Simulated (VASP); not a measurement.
# K (Cmmm) in VASP: relaxation of the atoms with AM05

Aim: the relaxation of the atoms of K with AM05.

All numbers are computed with VASP 6.6.1; they aren't measurements. Logs are shortened: lines on timing, memory, paths and dates and some standing lists are left out, and cuts for length are marked.

## Step 1: The undisturbed crystal

Symmetry: Cmmm, No. 65, orthorhombic system. Conventional cell: a = 8.920 Å, b = 13.006 Å, c = 8.659 Å, α = 90.00°, β = 90.00°, γ = 90.00°. K (site symmetry 2) is surrounded by 4 K at 4.28 to 4.46 Å.

This isn't the form of K at room conditions, which is bcc.

## Step 2: Relaxation of the atoms, AM05 (volume scaled by 1.15)

INCAR reads:

```
SYSTEM = K
PREC = Accurate ; ENCUT = 600
EDIFF = 1E-7 ; ISMEAR = 1
SIGMA = 0.2 ; LREAL = .FALSE.
LASPH = .TRUE. ; NELM = 60
ALGO = Normal ; ISIF = 2
LWAVE = .FALSE. ; LCHARG = .FALSE.
GGA = AM ; IBRION = 2
NSW = 40 ; EDIFFG = -0.02
```

KPOINTS reads:

```
regular mesh
0
G
  4 4 3
  0 0 0
```

POSCAR reads:

```
K
1.0
    4.6724533909     -6.8133629898      0.0000000000
    4.6724533909      6.8133629898      0.0000000000
    0.0000000000      0.0000000000      9.0720695637
K
5
Direct
    0.0000000000      0.5000000000      0.2527090000
    0.5000000000      0.0000000000      0.2527090000
    0.5000000000      0.0000000000      0.7472910000
    0.0000000000      0.5000000000      0.7472910000
    0.0000000000      0.0000000000      0.0000000000
```

Potentials or basis: VASP PAW PBE potentials, release 64 (K_sv_GW).

On the command line:

```sh
cat potpaw_PBE.64/K_sv_GW/POTCAR > POTCAR
mpirun -np 1 vasp_std > vasp.out
```

OUTCAR:

```text
SYSTEM = K
   PREC = Accurate
   ENCUT = 600
   EDIFF = 1E-7
   ISMEAR = 1
   LREAL = .FALSE.
   LASPH = .TRUE.
   NELM = 60
   ISIF = 2
   GGA = AM
   IBRION = 2
   NSW = 40
   EDIFFG = -0.02

 ion  position               nearest neighbor table
   1  0.000  0.500  0.253-
   2  0.500  0.000  0.253-
   3  0.500  0.000  0.747-
   4  0.000  0.500  0.747-
   5  0.000  0.000  0.000-

  LATTYP: Found a base centered orthorhombic cell.
 ALAT       =     9.3449067818
 B/A-ratio  =     1.4581981712
 C/A-ratio  =     0.9708036448

  Lattice vectors:

 A1 = (   4.6724533909,  -6.8133629898,   0.0000000000)
 A2 = (   4.6724533909,   6.8133629898,   0.0000000000)
 A3 = (   0.0000000000,   0.0000000000,   9.0720695637)

Analysis of symmetry for initial positions (statically):
=====================================================================
 Subroutine PRICEL returns:
 Original cell was already a primitive cell.

 Routine SETGRP: Setting up the symmetry group for a
 base centered orthorhombic supercell.

 Subroutine GETGRP returns: Found  8 space group operations
 (whereof  8 operations were pure point group operations)
 out of a pool of  8 trial point group operations.

The static configuration has the point symmetry D_2h.

Analysis of symmetry for dynamics (positions and initial velocities):
=====================================================================
 Subroutine PRICEL returns:
 Original cell was already a primitive cell.

 Routine SETGRP: Setting up the symmetry group for a
 base centered orthorhombic supercell.

 Subroutine GETGRP returns: Found  8 space group operations
 (whereof  8 operations were pure point group operations)
 out of a pool of  8 trial point group operations.

The dynamic configuration has the point symmetry D_2h.

 Subroutine INISYM returns: Found  8 space group operations
 (whereof  8 operations are pure point group operations),
 and found     1 'primitive' translations

----------------------------------------------------------------------------------------

                                     Primitive cell

  volume of cell :     577.6209

  direct lattice vectors                    reciprocal lattice vectors
     4.672453391 -6.813362990  0.000000000     0.107010163 -0.073385199  0.000000000
     4.672453391  6.813362990  0.000000000     0.107010163  0.073385199  0.000000000
     0.000000000  0.000000000  9.072069564     0.000000000  0.000000000  0.110228432

  length of vectors
     8.261581926  8.261581926  9.072069564     0.129755780  0.129755780  0.110228432

  position of ions in fractional coordinates (direct lattice)
     1.000000000  0.500000000  0.252709000
     0.500000000  1.000000000  0.252709000
     0.500000000  1.000000000  0.747291000
     1.000000000  0.500000000  0.747291000
     0.000000000  0.000000000  0.000000000

  ion indices of the primitive-cell ions
   primitive index   ion index
                 1           1
                 2           2
                 3           3
                 4           4
                 5           5

----------------------------------------------------------------------------------------

 KPOINTS: regular mesh

Automatic generation of k-mesh.
 Grid dimensions read from file:
 generate k-points for:    4    4    3

 Generating k-lattice:

  Cartesian coordinates                     Fractional coordinates (reciprocal lattice)
     0.026752541 -0.018346300  0.000000000     0.250000000 -0.000000000  0.000000000
     0.026752541  0.018346300  0.000000000    -0.000000000  0.250000000  0.000000000
     0.000000000  0.000000000  0.036742811     0.000000000  0.000000000  0.333333333

  Length of vectors
     0.032438945  0.032438945  0.036742811

  Shift w.r.t. Gamma in fractional coordinates (k-lattice)
     0.000000000  0.000000000  0.000000000

 Subroutine IBZKPT returns following result:
 ===========================================

 Found     14 irreducible k-points:

 Following reciprocal coordinates:
            Coordinates               Weight
  0.000000  0.000000  0.000000      1.000000
  0.250000  0.000000  0.000000      4.000000
  0.500000  0.000000  0.000000      2.000000
  0.250000  0.250000  0.000000      2.000000
  0.500000  0.250000  0.000000      4.000000
 -0.250000  0.250000  0.000000      2.000000
  0.500000  0.500000  0.000000      1.000000
  0.000000  0.000000  0.333333      2.000000
  0.250000  0.000000  0.333333      8.000000
  0.500000  0.000000  0.333333      4.000000
  0.250000  0.250000  0.333333      4.000000
  0.500000  0.250000  0.333333      8.000000
 -0.250000  0.250000  0.333333      4.000000
  0.500000  0.500000  0.333333      2.000000
   k-points           NKPTS =     14   k-points in BZ     NKDIM =     14   number of bands    NBANDS=     27
   number of dos      NEDOS =    301   number of ions     NIONS =      5
   total plane-waves  NPLWV = 352800
   dimension x,y,z NGX =    70 NGY =   70 NGZ =   72
   dimension x,y,z NGXF=   140 NGYF=  140 NGZF=  144
   ions per type =               5
   NGX,Y,Z   is equivalent  to a cutoff of  14.09, 14.09, 13.19 a.u.
   NGXF,Y,Z  is equivalent  to a cutoff of  28.17, 28.17, 26.39 a.u.
 SYSTEM =  K
   PREC   = accura    normal or accurate (medium, high low for compatibility)
   ISTART =      0    job   : 0-new  1-cont  2-samecut
   ICHARG =      2    charge: 1-file 2-atom 10-const
   ISPIN  =      1    spin polarized calculation?
   LNONCOLLINEAR =      F non collinear calculations
   LSORBIT =      F    spin-orbit coupling
   LASPH  =      T    aspherical Exc in radial PAW
   ENCUT  =  600.0 eV  44.10 Ry    6.64 a.u.  16.50 16.50 18.12*2*pi/ulx,y,z
   NELM   =     60;   NELMIN=  2; NELMDL= -5     # of ELM steps
   EDIFF  = 0.1E-06   stopping-criterion for ELM
   LREAL  =      F    real-space projection
   EDIFFG = -.2E-01   stopping-criterion for IOM
   NSW    =     40    number of steps for IOM
   IBRION =      2    ionic relax: 0-MD 1-quasi-New 2-CG
   NFREE  =      1    steps in history (QN), initial steepest desc. (CG)
   ISIF   =      2    stress and relaxation
   ISYM   =      2    0-nonsym 1-usesym 2-fastsym
   POTIM  = 0.5000    time-step for ionic-motion
   TEBEG  =    0.0;   TEEND  =   0.0 temperature during run
   PSTRESS=    0.0 pullay stress
   NELECT =      45.0000    total number of electrons
   NUPDOWN=      -1.0000    fix difference up-down
   EMIN   =  10.00;   EMAX   =-10.00  energy-range for DOS
   EFERMI =   0.00;   METHOD = LEGACY
   ISMEAR =     1;   SIGMA  =   0.20  broadening in eV -4-tet -1-fermi 0-gaus
   EFERMI_NEDOS =   21; number of points for ismear=-14 and -15
   IALGO  =     38    algorithm
   IMIX   =      4    mixing-type and parameters
     AMIX     =   0.40;   BMIX     =  1.00
     AMIX_MAG =   1.60;   BMIX_MAG =  1.00
  volume/ion in A,a.u.               =     115.52       779.60
  Fermi-wavevector in a.u.,A,eV,Ry     =   0.699195  1.321286  6.651522  0.488873
  Thomas-Fermi vector in A             =   1.783006
   LORBIT       =      0    0 simple, 1 ext, 2 COOP (PROOUT), +10 PAW based schemes
   GGA     = AM    functional components
   LHFCALC =     F    Hartree Fock is set to
   AEXX    =    0.0000 exact exchange contribution
   IVDW    =     0    specifies the selected vdW correction
   LEPSILON=     F    determine dielectric tensor
   LRPA    =     F    only Hartree local field effects (RPA)
 conjugate gradient relaxation of ions
 non-spin polarized calculation
 Methfessel and Paxton  Order N= 1 SIGMA  =   0.20
  energy-cutoff  :      600.00
  volume of cell :      577.62
 maximum number of plane-waves:     19300
 NGX is ok and might be reduce to    70
   NGX = 33   NGY = 33   NGZ = 37

 number of electron      44.9999999 magnetization

 Free energy of the ion-electron system (eV)
  ---------------------------------------------------
  ext. energy  EPLUGINS =         0.00000000
  ---------------------------------------------------
  free energy    TOTEN  =       -16.20699380 eV

  energy without entropy =      -16.21060745  energy(sigma->0) =      -16.20819835

 E-fermi :  -0.0951     XC(G=0):  -4.4963

 val. band max:       -0.0995812548   @ k =   0.2500   0.0000   0.3333
 cond. band min:      -0.0948017654   @ k =   0.5000   0.2500   0.0000
 fundamental gap:      0.0047794894
 Fermi energy:        -0.0950834887

 k-point     1 :       0.0000    0.0000    0.0000
  band No.  band energies     occupation
      1     -32.4581      2.00000
      2     -32.4568      2.00000
      3     -32.4560      2.00000
      4     -32.4547      2.00000
      5     -32.4261      2.00000
      6     -16.0539      2.00000
[... 19 lines left out ...]
     26       1.0016     -0.00000
     27       1.1510     -0.00000

 k-point     2 :       0.2500    0.0000    0.0000
  band No.  band energies     occupation
      1     -32.4579      2.00000
      2     -32.4570      2.00000
      3     -32.4558      2.00000
      4     -32.4549      2.00000
      5     -32.4261      2.00000
      6     -16.0539      2.00000
[... 19 lines left out ...]
     26       0.9078     -0.00000
     27       1.2041     -0.00000

 k-point     3 :       0.5000    0.0000    0.0000
  band No.  band energies     occupation
      1     -32.4574      2.00000
      2     -32.4574      2.00000
      3     -32.4554      2.00000
      4     -32.4554      2.00000
      5     -32.4261      2.00000
      6     -16.0537      2.00000
[... 294 lines left out ...]
      1     -32.4576      2.00000
      2     -32.4565      2.00000
      3     -32.4563      2.00000
      4     -32.4552      2.00000
      5     -32.4261      2.00000
      6     -16.0526      2.00000
[... 19 lines left out ...]
     26       0.8396     -0.00000
     27       1.1572     -0.00000

 k-point    14 :       0.5000    0.5000    0.3333
  band No.  band energies     occupation
      1     -32.4576      2.00000
      2     -32.4565      2.00000
      3     -32.4563      2.00000
      4     -32.4552      2.00000
      5     -32.4261      2.00000
      6     -16.0528      2.00000
[... 19 lines left out ...]
     26       0.4070     -0.00221
     27       0.8642     -0.00000

------------------------ aborting loop because EDIFF is reached ----------------------------------------

  FORCE on cell =-STRESS in cart. coord.  units (eV):
  Direction    XX          YY          ZZ          XY          YZ          ZX
  --------------------------------------------------------------------------------------
  -------------------------------------------------------------------------------------
  Total       -0.9310443     -0.8176559     -0.5285555      0.0000000      0.0000000      0.0000000
  in kB       -2.5824866     -2.2679752     -1.4660822      0.0000000      0.0000000      0.0000000
  external PRESSURE =      -2.1055147 kB  Pullay stress =       0.0000000 kB

 VOLUME and BASIS-vectors are now :
 -----------------------------------------------------------------------------
  energy-cutoff  :      600.00
  volume of cell :      577.62
      direct lattice vectors                 reciprocal lattice vectors
     4.672453391 -6.813362990  0.000000000     0.107010163 -0.073385199  0.000000000
     4.672453391  6.813362990  0.000000000     0.107010163  0.073385199  0.000000000
     0.000000000  0.000000000  9.072069564     0.000000000  0.000000000  0.110228432

 POSITION                                       TOTAL-FORCE (eV/Angst)
 -----------------------------------------------------------------------------------
      2.33623      3.40668      2.29259        -0.000000      0.000000      0.007519
      2.33623     -3.40668      2.29259        -0.000000      0.000000      0.007519
      2.33623     -3.40668      6.77948        -0.000000     -0.000000     -0.007519
      2.33623      3.40668      6.77948         0.000000      0.000000     -0.007519
      0.00000      0.00000      0.00000         0.000000     -0.000000     -0.000000
 -----------------------------------------------------------------------------------
    total drift:                                0.000000      0.000000     -0.000000

  FREE ENERGIE OF THE ION-ELECTRON SYSTEM (eV)
  ---------------------------------------------------
  free  energy   TOTEN  =       -16.2069938029 eV

  energy  without entropy=      -16.2106074493  energy(sigma->0) =      -16.20819835

 reached required accuracy - stopping structural energy minimisation
```

Run time: 4.7 min. Hardware: 1 thread of Intel Xeon 6975P-C (Granite Rapids), shared host; peak memory 0.78 GiB.

Results:

```yaml
Free_energy: -16.2070 eV
Pressure_after_relaxing: -0.2 GPa
Largest_force_after_relaxing: 0.008 eV/Å
Band_gap_on_the_k_mesh: none (metal or under the smearing width)
```

Forces in eV/Å, atoms in the order of the input:
```
K    0.000  0.000  0.008
K    0.000  0.000  0.008
K    0.000  0.000 -0.008
K    0.000  0.000 -0.008
K    0.000  0.000  0.000
```

Stress tensor (GPa, compression positive):
```
-0.26  0.00  0.00
 0.00 -0.23  0.00
 0.00  0.00 -0.15
```

Final structure:
```yaml
crystal:
  lattice:
    - [4.67245, -6.81336, 0.00000]
    - [4.67245, 6.81336, 0.00000]
    - [0.00000, 0.00000, 9.07207]
  atoms:
    - { symbol: K, position: [0.00000, 0.50000, 0.25271] }
    - { symbol: K, position: [0.50000, 0.00000, 0.25271] }
    - { symbol: K, position: [0.50000, 0.00000, 0.74729] }
    - { symbol: K, position: [0.00000, 0.50000, 0.74729] }
    - { symbol: K, position: [0.00000, 0.00000, 0.00000] }
```

Caveat: the relaxation stopped at its first step, so nothing moved; the PAW data sets were made with another functional, which shifts forces and pressure a little.

## Step 3: The reference run

An earlier run on the cell as given: functional PBE; potentials or basis VASP PAW PBE potentials, release 64 (K_sv); cutoff 520 eV; k mesh 4 × 4 × 3; occupations fermi-dirac, width 0.05 eV; no spin polarisation.

* Pressure: 0.0 GPa
* Largest force: 0.034 eV/Å
* Band gap on the k mesh: none (metal or under the smearing width)
